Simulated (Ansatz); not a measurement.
# Preparing AlN (P6_3mc) as a host crystal, part 3 of 3

Aim: the runs on the perfect crystal AlN (P6_3mc) that a defect calculation needs first.

Ansatz 0.2.0; plane-wave PAW DFT, PBEsol; relaxation of the host's cell and atoms; PAW set soft_1 (the session's first sound run).

So far. Step 3 (Dielectric tensors of the host): The principal values of the electronic dielectric tensor are 4.50, 4.50 and 4.73. The principal values of the static dielectric tensor are 8.20, 8.20 and 9.74.

**7. Defect free supercell at the zone centre**

Level of this step: plane-wave PAW DFT, PBEsol; single point of the defect-free host, a test of the k-point sampling; PAW set soft_1 (Ansatz).

The supercell is run at the zone centre, to see how far that sampling misses the dense mesh.

System of this step: AlN (P6_3mc). The cell holds 128 atoms: 64 Al and 64 N. Its edges and angles: a = 14.686 Å, b = 14.686 Å, c = 11.753 Å, α = 125.1°, β = 125.1°, γ = 94.5°.

The input, pristine.sampling_gamma/input.yaml:

```yaml
crystal:
  lattice:
    - [-9.3408221251, 5.3929260535, 9.9673535922]
    - [9.3408221251, -5.3929260535, 9.9673535922]
    - [3.1136073087, 5.3929261684, -9.9673535922]
  atoms:
    - { symbol: Al, position: [0.2080918742, 0.0414252076, 0.0] }
    - { symbol: Al, position: [0.2080918742, 0.2914252076, 0.25] }
    - { symbol: Al, position: [0.4580918742, 0.0414252076, 0.25] }
    - { symbol: Al, position: [0.4580918742, 0.2914252076, 0.0] }
    - { symbol: Al, position: [0.1664252076, 0.0830918742, 0.25] }
    - { symbol: Al, position: [0.1664252076, 0.3330918742, 0.0] }
    - { symbol: Al, position: [0.4164252076, 0.0830918742, 0.0] }
    - { symbol: Al, position: [0.4164252076, 0.3330918742, 0.25] }
    - { symbol: "N", position: [0.0535747924, 0.1369081258, 0.25] }
    - { symbol: "N", position: [0.0535747924, 0.3869081258, 0.0] }
    - { symbol: "N", position: [0.3035747924, 0.1369081258, 0.0] }
    - { symbol: "N", position: [0.3035747924, 0.3869081258, 0.25] }
    - { symbol: "N", position: [0.0119081258, 0.1785747924, 0.0] }
    - { symbol: "N", position: [0.0119081258, 0.4285747924, 0.25] }
    - { symbol: "N", position: [0.2619081258, 0.1785747924, 0.25] }
    - { symbol: "N", position: [0.2619081258, 0.4285747924, 0.0] }
    - { symbol: Al, position: [0.2080918742, 0.0414252076, 0.5] }
    - { symbol: Al, position: [0.2080918742, 0.2914252076, 0.75] }
    - { symbol: Al, position: [0.4580918742, 0.0414252076, 0.75] }
    - { symbol: Al, position: [0.4580918742, 0.2914252076, 0.5] }
    - { symbol: Al, position: [0.1664252076, 0.0830918742, 0.75] }
    - { symbol: Al, position: [0.1664252076, 0.3330918742, 0.5] }
    - { symbol: Al, position: [0.4164252076, 0.0830918742, 0.5] }
    - { symbol: Al, position: [0.4164252076, 0.3330918742, 0.75] }
    - { symbol: "N", position: [0.0535747924, 0.1369081258, 0.75] }
    - { symbol: "N", position: [0.0535747924, 0.3869081258, 0.5] }
    - { symbol: "N", position: [0.3035747924, 0.1369081258, 0.5] }
    - { symbol: "N", position: [0.3035747924, 0.3869081258, 0.75] }
    - { symbol: "N", position: [0.0119081258, 0.1785747924, 0.5] }
    - { symbol: "N", position: [0.0119081258, 0.4285747924, 0.75] }
    - { symbol: "N", position: [0.2619081258, 0.1785747924, 0.75] }
    - { symbol: "N", position: [0.2619081258, 0.4285747924, 0.5] }
    - { symbol: Al, position: [0.2080918742, 0.5414252076, 0.0] }
    - { symbol: Al, position: [0.2080918742, 0.7914252076, 0.25] }
    - { symbol: Al, position: [0.4580918742, 0.5414252076, 0.25] }
    - { symbol: Al, position: [0.4580918742, 0.7914252076, 0.0] }
    - { symbol: Al, position: [0.1664252076, 0.5830918742, 0.25] }
    - { symbol: Al, position: [0.1664252076, 0.8330918742, 0.0] }
    - { symbol: Al, position: [0.4164252076, 0.5830918742, 0.0] }
    - { symbol: Al, position: [0.4164252076, 0.8330918742, 0.25] }
    - { symbol: "N", position: [0.0535747924, 0.6369081258, 0.25] }
    - { symbol: "N", position: [0.0535747924, 0.8869081258, 0.0] }
    - { symbol: "N", position: [0.3035747924, 0.6369081258, 0.0] }
    - { symbol: "N", position: [0.3035747924, 0.8869081258, 0.25] }
    - { symbol: "N", position: [0.0119081258, 0.6785747924, 0.0] }
    - { symbol: "N", position: [0.0119081258, 0.9285747924, 0.25] }
    - { symbol: "N", position: [0.2619081258, 0.6785747924, 0.25] }
    - { symbol: "N", position: [0.2619081258, 0.9285747924, 0.0] }
    - { symbol: Al, position: [0.2080918742, 0.5414252076, 0.5] }
    - { symbol: Al, position: [0.2080918742, 0.7914252076, 0.75] }
    - { symbol: Al, position: [0.4580918742, 0.5414252076, 0.75] }
    - { symbol: Al, position: [0.4580918742, 0.7914252076, 0.5] }
    - { symbol: Al, position: [0.1664252076, 0.5830918742, 0.75] }
    - { symbol: Al, position: [0.1664252076, 0.8330918742, 0.5] }
    - { symbol: Al, position: [0.4164252076, 0.5830918742, 0.5] }
    - { symbol: Al, position: [0.4164252076, 0.8330918742, 0.75] }
    - { symbol: "N", position: [0.0535747924, 0.6369081258, 0.75] }
    - { symbol: "N", position: [0.0535747924, 0.8869081258, 0.5] }
    - { symbol: "N", position: [0.3035747924, 0.6369081258, 0.5] }
    - { symbol: "N", position: [0.3035747924, 0.8869081258, 0.75] }
    - { symbol: "N", position: [0.0119081258, 0.6785747924, 0.5] }
    - { symbol: "N", position: [0.0119081258, 0.9285747924, 0.75] }
    - { symbol: "N", position: [0.2619081258, 0.6785747924, 0.75] }
    - { symbol: "N", position: [0.2619081258, 0.9285747924, 0.5] }
    - { symbol: Al, position: [0.7080918742, 0.0414252076, 0.0] }
    - { symbol: Al, position: [0.7080918742, 0.2914252076, 0.25] }
    - { symbol: Al, position: [0.9580918742, 0.0414252076, 0.25] }
    - { symbol: Al, position: [0.9580918742, 0.2914252076, 0.0] }
    - { symbol: Al, position: [0.6664252076, 0.0830918742, 0.25] }
    - { symbol: Al, position: [0.6664252076, 0.3330918742, 0.0] }
    - { symbol: Al, position: [0.9164252076, 0.0830918742, 0.0] }
    - { symbol: Al, position: [0.9164252076, 0.3330918742, 0.25] }
    - { symbol: "N", position: [0.5535747924, 0.1369081258, 0.25] }
    - { symbol: "N", position: [0.5535747924, 0.3869081258, 0.0] }
    - { symbol: "N", position: [0.8035747924, 0.1369081258, 0.0] }
    - { symbol: "N", position: [0.8035747924, 0.3869081258, 0.25] }
    - { symbol: "N", position: [0.5119081258, 0.1785747924, 0.0] }
    - { symbol: "N", position: [0.5119081258, 0.4285747924, 0.25] }
    - { symbol: "N", position: [0.7619081258, 0.1785747924, 0.25] }
    - { symbol: "N", position: [0.7619081258, 0.4285747924, 0.0] }
    - { symbol: Al, position: [0.7080918742, 0.0414252076, 0.5] }
    - { symbol: Al, position: [0.7080918742, 0.2914252076, 0.75] }
    - { symbol: Al, position: [0.9580918742, 0.0414252076, 0.75] }
    - { symbol: Al, position: [0.9580918742, 0.2914252076, 0.5] }
    - { symbol: Al, position: [0.6664252076, 0.0830918742, 0.75] }
    - { symbol: Al, position: [0.6664252076, 0.3330918742, 0.5] }
    - { symbol: Al, position: [0.9164252076, 0.0830918742, 0.5] }
    - { symbol: Al, position: [0.9164252076, 0.3330918742, 0.75] }
    - { symbol: "N", position: [0.5535747924, 0.1369081258, 0.75] }
    - { symbol: "N", position: [0.5535747924, 0.3869081258, 0.5] }
    - { symbol: "N", position: [0.8035747924, 0.1369081258, 0.5] }
    - { symbol: "N", position: [0.8035747924, 0.3869081258, 0.75] }
    - { symbol: "N", position: [0.5119081258, 0.1785747924, 0.5] }
    - { symbol: "N", position: [0.5119081258, 0.4285747924, 0.75] }
    - { symbol: "N", position: [0.7619081258, 0.1785747924, 0.75] }
    - { symbol: "N", position: [0.7619081258, 0.4285747924, 0.5] }
    - { symbol: Al, position: [0.7080918742, 0.5414252076, 0.0] }
    - { symbol: Al, position: [0.7080918742, 0.7914252076, 0.25] }
    - { symbol: Al, position: [0.9580918742, 0.5414252076, 0.25] }
    - { symbol: Al, position: [0.9580918742, 0.7914252076, 0.0] }
    - { symbol: Al, position: [0.6664252076, 0.5830918742, 0.25] }
    - { symbol: Al, position: [0.6664252076, 0.8330918742, 0.0] }
    - { symbol: Al, position: [0.9164252076, 0.5830918742, 0.0] }
    - { symbol: Al, position: [0.9164252076, 0.8330918742, 0.25] }
    - { symbol: "N", position: [0.5535747924, 0.6369081258, 0.25] }
    - { symbol: "N", position: [0.5535747924, 0.8869081258, 0.0] }
    - { symbol: "N", position: [0.8035747924, 0.6369081258, 0.0] }
    - { symbol: "N", position: [0.8035747924, 0.8869081258, 0.25] }
    - { symbol: "N", position: [0.5119081258, 0.6785747924, 0.0] }
    - { symbol: "N", position: [0.5119081258, 0.9285747924, 0.25] }
    - { symbol: "N", position: [0.7619081258, 0.6785747924, 0.25] }
    - { symbol: "N", position: [0.7619081258, 0.9285747924, 0.0] }
    - { symbol: Al, position: [0.7080918742, 0.5414252076, 0.5] }
    - { symbol: Al, position: [0.7080918742, 0.7914252076, 0.75] }
    - { symbol: Al, position: [0.9580918742, 0.5414252076, 0.75] }
    - { symbol: Al, position: [0.9580918742, 0.7914252076, 0.5] }
    - { symbol: Al, position: [0.6664252076, 0.5830918742, 0.75] }
    - { symbol: Al, position: [0.6664252076, 0.8330918742, 0.5] }
    - { symbol: Al, position: [0.9164252076, 0.5830918742, 0.5] }
    - { symbol: Al, position: [0.9164252076, 0.8330918742, 0.75] }
    - { symbol: "N", position: [0.5535747924, 0.6369081258, 0.75] }
    - { symbol: "N", position: [0.5535747924, 0.8869081258, 0.5] }
    - { symbol: "N", position: [0.8035747924, 0.6369081258, 0.5] }
    - { symbol: "N", position: [0.8035747924, 0.8869081258, 0.75] }
    - { symbol: "N", position: [0.5119081258, 0.6785747924, 0.5] }
    - { symbol: "N", position: [0.5119081258, 0.9285747924, 0.75] }
    - { symbol: "N", position: [0.7619081258, 0.6785747924, 0.75] }
    - { symbol: "N", position: [0.7619081258, 0.9285747924, 0.5] }
basis:
  ecutwfc: 420
  xc_grid: 2
hamiltonian:
  xc: pbesol
  pseudopotentials: { kind: paw, azcp: { folder: soft_1 }, xc_functional: pbe }
kpoints:
  mp_grid: { grid: [1, 1, 1] }
scf:
  occupations: { method: fermi_dirac, width: 0.01 }
  max_iter: 100
  lower_state_search: "off"
checkpoint:
  write: "../pristine.sampling_gamma.run"
  compress: false
  write_wavefunctions: false
  write_every: 100000
```

The run is started by

```bash
ansatz run input.yaml --threads 32 --pin off --max-ram 84787MiB --backend cuda --events-out ev --progress --plain --runs-dir out --max-vram 78GiB
```

Numbers of over 12 decimals in the logs are rounded to 6 here.

What it wrote:

```text
[...]
GPU FFT provider: cuFFT
GPU libraries: cuBLAS 13.8.1, cuFFT 12.4.0, cuSOLVER 12.3.2
[...]
Crystal: 128 atoms, lattice volume = 1338.931 Å³
Basis set: ecut = 420 eV, 26161 PW (Γ), exchange–correlation on 200×200×160 points (8 copies of the dense FFT grid, shifted against one another)
Bands: 384, of which v1, the nominal top of the filled ones, is band 256 counted from 1 (255 counted from 0)
Symmetry: 128 space group operations
[...]
k-points: 1
[...]
GPU buffer pool allocated for 800000 grid points (all kernels)
[...]
SCF iter   1: F=—  HF=-58067.939396 eV  |Δ(HF+E_count)|=         —  Δρ=1.31e-1  dr2=2.81e2  Hψ=1704
[...]
SCF iter   5: F=—  HF=-57980.540955 eV  |Δ(HF+E_count)|=   1.43e-2  Δρ=2.73e-4  dr2=9.45e-4  Hψ=462
automatic band count: iteration 5 solves 297 bands in place of 384: the levels show a gap, and the empty bands left out lie too high to hold charge; the band table lists the bands solved (type scf.n_extra_bands for more)
SCF iter   6: F=—  HF=-57980.541578 eV  |Δ(HF+E_count)|=   6.22e-4  Δρ=3.49e-5  dr2=1.52e-5  Hψ=486
[...]
SCF iter   8: F=-57980.541176 eV  HF=-57980.541176 eV  |Δ(HF+E_count)|=   1.98e-8  Δρ=4.14e-7  dr2=1.81e-9  Hψ=557
SCF 1 converged in 8 iterations: F = -57980.541176 eV  dr2 = 1.81e-9
[...]
SCF converged after 8 iterations
Free energy (F): -57980.541176 eV
[...]
Internal energy: -57980.541176 eV  (E = F + TS)
E sigma→0 (E₀):  -57980.541176 eV
Fermi energy:    9.092447 eV
[...]
```

It took 1.2 s on 1 × NVIDIA GB200 with 32 threads of Arm Neoverse V2, shared host; peak memory 1.1 GiB; 3.2 s of CPU time.

**8. Summary of results**

* primitive cell vectors, lengths: 3.114, 3.114, 4.984 Å
* electronic dielectric constant: principal values (4.50, 4.50, 4.73)
* static dielectric constant: principal values (8.20, 8.20, 9.74)
* gap on the k-mesh of the response run (PBEsol): 4.10 eV
* supercell relaxed in its symmetry less the displaced and relaxed one: 0.000 eV
* energy an atom at the zone centre alone less that on the dense mesh: 0.008 eV

What this shows: Step 5: The energy fell by 4.468 eV from the randomly displaced start; the atoms end within 0.005 Å of the sites as typed, once the mean shift is taken out. The displaced cell ends within 0.01 eV of the symmetric one relaxed in its symmetry, so no lower structure shows in this supercell. The k-mesh can miss the band edges, so this gap is an upper bound at this level. All at zero temperature.

[Logs are printed without paths, hosts, clocks, repeated set-up lines and the standing remarks that a program may print on its own settings, such as how far it seeks lower states.]

[Hosts, paths, dates, database ids (printed as entryN), source tags and the programs' standing remarks are cut or masked in the printed files.]

[Runs of the host that timed out are not shown.]

[For some hosts the program warned that the k-mesh of the response run may be too coarse for force constants and the static dielectric constant; such warnings are not always shown.]
